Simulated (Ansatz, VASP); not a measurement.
## Ag in VASP and in Ansatz

The input INCAR:

```
PREC = Accurate ; ENCUT = 520
EDIFF = 1E-7 ; ISMEAR = -1
SIGMA = 0.05 ; LREAL = F
LASPH = T ; NELM = 80
ALGO = Normal ; ISIF = 2
LWAVE = F ; LCHARG = F
NBANDS = 12
```

Contents of KPOINTS:

```
Automatic mesh
0
Gamma
  15 15 15
```

POSCAR

```
Ag
1.0
    0.0000000000      2.0431000000      2.1043930000
    2.0431000000      0.0000000000      2.1043930000
    2.0431000000      2.0431000000      0.0000000000
Ag
1
Direct
    0.0000000000      0.0000000000      0.0000000000
```

Input for Ansatz:

```yaml
crystal:
  lattice:
    - [0.0, 2.0431, 2.104393]
    - [2.0431, 0.0, 2.104393]
    - [2.0431, 2.0431, 0.0]
  atoms:
    - { symbol: Ag, position: [0.0, 0.0, 0.0] }
kpoints:
  mp_grid: { grid: [15, 15, 15] }
  band_path:
    path:
      - [0.0, 0.0, 0.0]
      - [0.0, 0.5, 0.5]
      - [0.25, 0.75, 0.5]
      - [0.0, 0.5, 0.0]
      - [0.0, 0.0, 0.0]
      - [0.5, 0.5, 0.0]
      - [0.3678244886, 0.6321755114, 0.0]
      - [-0.3678244886, 0.3678244886, 0.0]
      - [0.0, 0.0, 0.0]
    npoints: 5
scf:
  occupations: { method: fermi_dirac, width: 0.05 }
hamiltonian:
  xc: lda
  pseudopotentials: { kind: all_electron, lapw: { basis_error: 0.001 } }
output:
  forces: true
  stress: true
  eigenvalues: true
```

Change from the starting cell: zz strain of +3 %.

Alike in both runs: task single point; functional LDA; k mesh 15 × 15 × 15; occupations fermi-dirac, width 0.05 eV; no spin polarisation.

```csv
,VASP,Ansatz
version,VASP 6.6.1,Ansatz 0.2.0
potentials or method,"VASP PAW LDA potentials, release 64 (Ag)","all-electron LAPW, scalar-relativistic"
plane-wave cutoff (eV),520,see its input
```

VASP gave:

* pressure (GPa): -9.8
* largest component of the traceless stress (GPa): 0.34

Problem. Estimate Ansatz's values.

Solution. Pressure (GPa): -9.9; largest component of the traceless stress (GPa): 0.35.

Ansatz ran all-electron here, so the differences hold the error of VASP's frozen core and of both bases.
